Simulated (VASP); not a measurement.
TaSi2 in VASP: convergence with SIGMA

TaSi2:

```
Ta Si
1.0
     4.78390    0.00000    0.00000
    -2.39195    4.14298    0.00000
     0.00000    0.00000    6.57000
Ta Si
3 6
Direct
  0.00000 0.50000 0.33333
  0.50000 0.50000 0.66667
  0.50000 0.00000 0.00000
  0.31794 0.15897 0.33333
  0.15897 0.84103 0.66667
  0.84103 0.68206 0.00000
  0.68206 0.84103 0.33333
  0.84103 0.15897 0.66667
  0.15897 0.31794 0.00000
```

```yaml
Program: VASP 6.6.1
Task: single point
Functional: PBE
Potentials_or_basis: VASP PAW PBE potentials, release 64 (Ta, Si)
Cutoff: 500 eV
k_mesh: 7 × 7 × 4
Occupations: gaussian, width 0.3 eV
Spin: no spin polarisation
```

These are the settings of the first run; the series varies SIGMA, with any setting tied to it.

Hardware: 1 thread of Intel(R) Xeon(R) Platinum 8488C (Sapphire Rapids), on a shared host.

| SIGMA | energy less the tightest run, at zero smearing (meV/atom) | pressure (GPa) | largest force (eV/Å) | SCF cycles | CPU time (s) | peak memory (GiB) |
| --- | --- | --- | --- | --- | --- | --- |
| 0.3 eV | -0.53 | 2.51 | 0.045 | 19 | 82 | 0.27 |
| 0.2 eV | -0.17 | 2.47 | 0.033 | 19 | 100 | 0.27 |
| 0.15 eV | -0.12 | 2.44 | 0.028 | 19 | 82 | 0.27 |
| 0.1 eV | -0.10 | 2.42 | 0.024 | 19 | 98 | 0.27 |
| 0.05 eV | -0.08 | 2.41 | 0.016 | 19 | 84 | 0.27 |
| 0.02 eV | -0.01 | 2.41 | 0.013 | 19 | 95 | 0.27 |
| 0.01 eV | 0.00 | 2.42 | 0.011 | 19 | 94 | 0.27 |

Against the tightest run, the energy stays within 1 meV/atom from 0.3 eV on; the pressure stays within 0.1 GPa from 0.3 eV on; the largest force stays within 0.005 eV/Å from 0.02 eV on. Narrower smearing needs a denser k mesh, so at a fixed mesh the narrowest width isn't the most accurate. The tightest run that finished is the yardstick and may itself not be fully converged.

Spin-orbit coupling is left out, which matters for the levels of Ta.
